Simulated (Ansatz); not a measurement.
## ZnS (F-43m): the size of the finite step

```yaml
crystal:
  lattice:
    - [0.00000, 2.67777, 2.67777]
    - [2.67777, 0.00000, 2.67777]
    - [2.67777, 2.67777, 0.00000]
  atoms:
    - { symbol: Zn, position: [0.75000, 0.75000, 0.75000] }
    - { symbol: S, position: [0.00000, 0.00000, 0.00000] }
```

Conventional cell: a = 5.356 Å, b = 5.356 Å, c = 5.356 Å, α = 90.00°, β = 90.00°, γ = 90.00°. Zn (atom 1) is surrounded by 4 S at 2.32 Å. S (atom 2) is surrounded by 4 Zn at 2.32 Å.

Level of theory, where no other is named: PBEsol, PAW on Ansatz 0.2.0's default frozen-core files (fitted under PBE), scalar-relativistic. k mesh 8×8×8, fixed occupations, cutoff 420 eV. The cell was relaxed by PAW under this functional.

Problem. Displacements of 0.0025 Å give the modes in the third column. What do displacements of 0.06 Å give (2×2×2 q mesh, one row a degenerate set, no LO-TO term)?

| point | branch | cm⁻¹ |
| --- | --- | --- |
| Gamma | 4 | 279.0 |
| L | 1 | 69.7 |
| L | 3 | 195.1 |
| L | 4 | 293.5 |
| L | 6 | 335.1 |
| X | 1 | 89.7 |
| X | 3 | 211.9 |
| X | 4 | 312.6 |
| X | 6 | 323.5 |

Solution. Large displacements feel the anharmonic part of the potential.

```
point  branch   cm⁻¹  shift
Gamma       4  280.0    1.0
    L       1   69.1   -0.5
    L       3  194.8   -0.2
    L       4  293.3   -0.2
    L       6  335.1    0.0
    X       1   89.4   -0.3
    X       3  212.4    0.5
    X       4  313.5    0.9
    X       6  324.3    0.8
```

Limits of these numbers: frozen-core PAW files fitted under PBE, their cores solved anew for the functional of the run.
